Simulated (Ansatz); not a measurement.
# HfO2 (Fm-3m): G0W0 and the choice of datasets

```cif
data_structure
_symmetry_space_group_name_H-M 'P 1'
_symmetry_Int_Tables_number 1
_cell_length_a 3.4868
_cell_length_b 3.4868
_cell_length_c 3.4868
_cell_angle_alpha 60.000
_cell_angle_beta 60.000
_cell_angle_gamma 60.000
_cell_volume 29.98
loop_
_atom_site_label
_atom_site_type_symbol
_atom_site_fract_x
_atom_site_fract_y
_atom_site_fract_z
_atom_site_occupancy
Hf1 Hf 0.00000 0.00000 0.00000 1
O1 O 0.25000 0.25000 0.25000 1
O2 O 0.75000 0.75000 0.75000 1
```

Held fixed (Ansatz):

```yaml
orbitals: PBE
k_mesh: 4×4×4
empty_bands: 193
response_cutoff: 200 eV
frequencies: plasmon pole, fitted at 0 and 27.13i eV
q_→_0_term: analytic weight of Carrier, Rohra and Görling
band_sums: cut at the band count
spin-orbit_coupling: off
```

The gap is read direct at k = (0, -0.5, -0.5), linearised, between the Kohn-Sham band edges among the points solved. The direct gap is read between the top filled and lowest empty Kohn-Sham band at Γ. ε∞ is the electronic dielectric constant on this mesh.

(1) Taking all-electron, 3630 eV as the reference, which of the others (hard PAW, 700 eV; hand-made PAW, accurate, 900 eV; hand-made PAW, 930 eV; JTH PAW, 700 eV; soft PAW (1st gen.), 420 eV; norm-conserving, 1240 eV) gives the gap farthest from it?

Answers

(1) Farthest from all-electron, 3630 eV in the G0W0 gap: JTH PAW, 700 eV (+0.09 eV). The nearest differs by 0.011 eV.

```csv
"datasets, wave cutoff",KS gap (eV),G0W0 gap (eV),direct at Γ (eV),ε∞
"all-electron, 3630 eV",3.97,5.39,6.28,5.1
"hard PAW, 700 eV",3.97,5.38,6.26,5.1
"hand-made PAW, accurate, 900 eV",3.97,5.41,6.30,5.1
"hand-made PAW, 930 eV",3.97,5.41,6.30,5.1
"JTH PAW, 700 eV",4.03,5.48,6.40,5.0
"soft PAW (1st gen.), 420 eV",3.98,5.38,6.27,5.1
"norm-conserving, 1240 eV",4.03,5.42,6.37,5.0
```

The cell is a model at fixed atoms and needn't be the relaxed known crystal. Soft PAW datasets can miss an all-electron G0W0 gap by more than 5 %. With norm-conserving pseudopotentials the core–valence exchange is only approximate, which can shift gaps by tenths of an eV and RPA lattice constants by most of a per cent. Points k are given in fractions of the reciprocal vectors. The mesh is coarse, so these are values at the stated settings, not converged ones. Band sums or response are cut, so the gap isn't at its basis limit. The gap is read on the mesh, and the crystal's band edges can lie off it. Meshes this coarse can overestimate the dielectric constant by a tenth and more.
